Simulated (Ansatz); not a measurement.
# InP: a tetragonal deformation path

An exercise on one series of results from a longer session: the logs are not shown, and one member is left open.

The COD entry's cell or inner coordinates are ideal or old and differ from later refinements, so a difference from it is no clean test against experiment.

Computed with Ansatz 0.2.0 (DFT PBE, scalar-relativistic, plane waves, PAW, unless a step's input says otherwise).

### The starting structure

It takes space group F-43m (No. 216, cubic). The conventional cell has a = 5.861 Å, b = 5.861 Å, c = 5.861 Å, α = 90.00°, β = 90.00°, γ = 90.00°. Around In (site symmetry -43m) lie 4 P at 2.54 Å. P (site symmetry -43m) is surrounded by 4 In at 2.54 Å.

Structure file:

```
CELL_PARAMETERS angstrom
0.00000 2.93050 2.93050
2.93050 0.00000 2.93050
2.93050 2.93050 0.00000
ATOMIC_POSITIONS crystal
In 0.00000 0.00000 0.00000
P 0.75000 0.75000 0.75000
```

The cell is taken as given, not relaxed at this level.

### Zero of energy

The reference gives a free energy of -6353.9827 eV, pressure 3.34 GPa, largest force 0.000 eV/Å and gap on the mesh 0.72 eV. It was computed beforehand with the settings of the runs below.

Set-up of the first run:

At fixed volume and fractional coordinates, lengths along (0.000, 0.000, 1.000) are scaled against those across it; ρ is that ratio over its starting value.

Input file input.yaml:

```yaml
crystal:
  lattice:
    - [0.0, 3.289540627, 2.3257052233]
    - [3.289540627, 0.0, 2.3257052233]
    - [3.289540627, 3.289540627, 0.0]
  atoms:
    - { symbol: In, position: [0.0, 0.0, 0.0] }
    - { symbol: P, position: [0.75, 0.75, 0.75] }
basis:
  ecutwfc: 420
kpoints:
  mp_grid: { grid: [10, 10, 10] }
hamiltonian:
  xc: pbe
scf:
  occupations: { method: gaussian, width: 0.05 }
output:
  forces: true
  stress: true
  eigenvalues: true
```

On the command line:

```bash
ansatz run input.yaml --threads 1 --pin off --max-ram 2560MiB --backend cpu --events-out ev --progress --plain --runs-dir out
```

Steps of the session up to this table: ρ = 0.707; ρ = 1.414; Point ρ = 0.850; Point ρ = 1.200; ρ = 0.780; At ρ = 1.300; ρ = 0.920; ρ = 1.100; Point ρ = 0.650; Point ρ = 1.500; Point ρ = 0.960; At ρ = 1.050.

One table of the session follows, with a row left open; its other results are not shown here.

It belongs to the step «The scan collected». 

```
    ρ  ΔE (meV/atom)  pressure (GPa)  gap on the mesh (eV)
0.650          219.7            -1.3                  0.00
0.707          155.4             0.3                  0.00
0.780              ?               ?                     ?
0.850           43.2             2.6                  0.23
0.920           12.8             3.2                  0.46
0.960            3.3             3.3                  0.59
1.000            0.0             3.3                  0.72
1.050            5.3             3.3                  0.62
1.100           21.6             3.1                  0.49
1.200           88.1             2.6                  0.11
1.300          198.7             2.1                  0.00
1.414          361.6             1.6                  0.00
1.500          481.2             1.1                  0.00
```

Q: Estimate the row for ρ = 0.780 from the others.

Worked estimate for «ΔE (meV/atom)». A straight line through the neighbours (0.707, 155.4) and (0.850, 43.2) gives 155.4 + (43.2 − 155.4) × (0.780 − 0.707) / (0.850 − 0.707) = 98.1; a parabola fitted to 4 rows on both sides gives 89.6.

The run gave: ΔE (meV/atom): 89.7; pressure (GPa): 1.7; gap on the mesh (eV): 0.02. In «ΔE (meV/atom)» the line misses by +8.4 and the parabola by -0.1.

Where the gap reads zero, the mesh chosen for the insulator is on the coarse side.
